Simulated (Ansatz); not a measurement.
# Sr: a sweep of the k mesh

Aim: hold Sr and all else fixed and vary the k mesh, to see how far energy and properties move.

The COD cell was measured well above room temperature, so it is larger than a cold one.

Program: Ansatz 0.2.0. Level of theory: DFT PBE, with the methods named in each step. These are calculated values, not measurements.

## (1) The system as given

It takes space group Im-3m (No. 229, cubic). The conventional cell has a = 4.850 Å, b = 4.850 Å, c = 4.850 Å, α = 90.00°, β = 90.00°, γ = 90.00°. Sr (site symmetry m-3m) has 8 Sr at 4.20 Å as nearest neighbours.

Structure file:

```xyz
1
Lattice="-2.4250 2.4250 2.4250 2.4250 -2.4250 2.4250 2.4250 2.4250 -2.4250" Properties=species:S:1:pos:R:3 pbc="T T T"
Sr    0.0000    0.0000    0.0000
```

The cell comes from a crystallographic database entry that wasn't checked; take it as a given geometry, which may be far from equilibrium.

## (2) With k mesh [3, 3, 3]

input.yaml

```yaml
crystal:
  lattice:
    - [-2.425, 2.425, 2.425]
    - [2.425, -2.425, 2.425]
    - [2.425, 2.425, -2.425]
  atoms:
    - { symbol: Sr, position: [0.0, 0.0, 0.0] }
kpoints:
  mp_grid: { grid: [3, 3, 3] }
scf:
  occupations: { method: fermi_dirac, width: 0.05 }
hamiltonian:
  xc: pbe
  pseudopotentials: { kind: all_electron, lapw: { basis_error: 0.0005 } }
output:
  forces: true
  stress: true
  eigenvalues: true
```

## (3) With k mesh [3, 3, 3], PAW files

input.yaml, as its differences from that of step 2:

```diff
@@ -13,3 +13,3 @@
   xc: pbe
-  pseudopotentials: { kind: all_electron, lapw: { basis_error: 0.0005 } }
+  pseudopotentials: { kind: paw }
 output:
@@ -18 +18,2 @@
   eigenvalues: true
+  efg: { contact_densities: true }
```

## (4) With k mesh [5, 5, 5]

input.yaml, as its differences from that of step 3:

```diff
@@ -8,3 +8,3 @@
 kpoints:
-  mp_grid: { grid: [3, 3, 3] }
+  mp_grid: { grid: [5, 5, 5] }
 scf:
@@ -13,3 +13,3 @@
   xc: pbe
-  pseudopotentials: { kind: paw }
+  pseudopotentials: { kind: all_electron, lapw: { basis_error: 0.0005 } }
 output:
@@ -18,2 +18 @@
   eigenvalues: true
-  efg: { contact_densities: true }
```

## (5) With k mesh [5, 5, 5], PAW files

input.yaml, as its differences from that of step 4:

```diff
@@ -13,3 +13,3 @@
   xc: pbe
-  pseudopotentials: { kind: all_electron, lapw: { basis_error: 0.0005 } }
+  pseudopotentials: { kind: paw }
 output:
@@ -18 +18,2 @@
   eigenvalues: true
+  efg: { contact_densities: true }
```

## (6) With k mesh [8, 8, 8]

input.yaml, as its differences from that of step 5:

```diff
@@ -8,3 +8,3 @@
 kpoints:
-  mp_grid: { grid: [5, 5, 5] }
+  mp_grid: { grid: [8, 8, 8] }
 scf:
@@ -13,3 +13,3 @@
   xc: pbe
-  pseudopotentials: { kind: paw }
+  pseudopotentials: { kind: all_electron, lapw: { basis_error: 0.0005 } }
 output:
@@ -18,2 +18 @@
   eigenvalues: true
-  efg: { contact_densities: true }
```

## (7) With k mesh [8, 8, 8], PAW files

input.yaml, as its differences from that of step 6:

```diff
@@ -13,3 +13,3 @@
   xc: pbe
-  pseudopotentials: { kind: all_electron, lapw: { basis_error: 0.0005 } }
+  pseudopotentials: { kind: paw }
 output:
@@ -18 +18,2 @@
   eigenvalues: true
+  efg: { contact_densities: true }
```

## (8) With k mesh [14, 14, 14]

input.yaml, as its differences from that of step 7:

```diff
@@ -8,3 +8,3 @@
 kpoints:
-  mp_grid: { grid: [8, 8, 8] }
+  mp_grid: { grid: [14, 14, 14] }
 scf:
@@ -13,3 +13,3 @@
   xc: pbe
-  pseudopotentials: { kind: paw }
+  pseudopotentials: { kind: all_electron, lapw: { basis_error: 0.0005 } }
 output:
@@ -18,2 +18 @@
   eigenvalues: true
-  efg: { contact_densities: true }
```

## (9) With k mesh [14, 14, 14], PAW files

input.yaml, as its differences from that of step 8:

```diff
@@ -13,3 +13,3 @@
   xc: pbe
-  pseudopotentials: { kind: all_electron, lapw: { basis_error: 0.0005 } }
+  pseudopotentials: { kind: paw }
 output:
@@ -18 +18,2 @@
   eigenvalues: true
+  efg: { contact_densities: true }
```

(Steps that only read results are left out.)

Before running it: what results should come out? Wanted: energy error of the loosest run; pressure, lowest to highest.

As calculated:

```
                              quantity                       value
energy error of the loosest run (LAPW)              202.1 meV/atom
                within 1 meV/atom from  no run before the tightest
    pressure, lowest to highest (LAPW)          -0.59 to -0.11 GPa
```

In words: The loosest usable run is off by 202.1 meV/atom from the tightest; even the run before the tightest is more than 1 meV/atom away, so the sweep hasn't shown convergence. Without a gap the Fermi surface must be resolved, so the energy converges slowly and unevenly with the mesh. The pressure spans 0.48 GPa (LAPW).
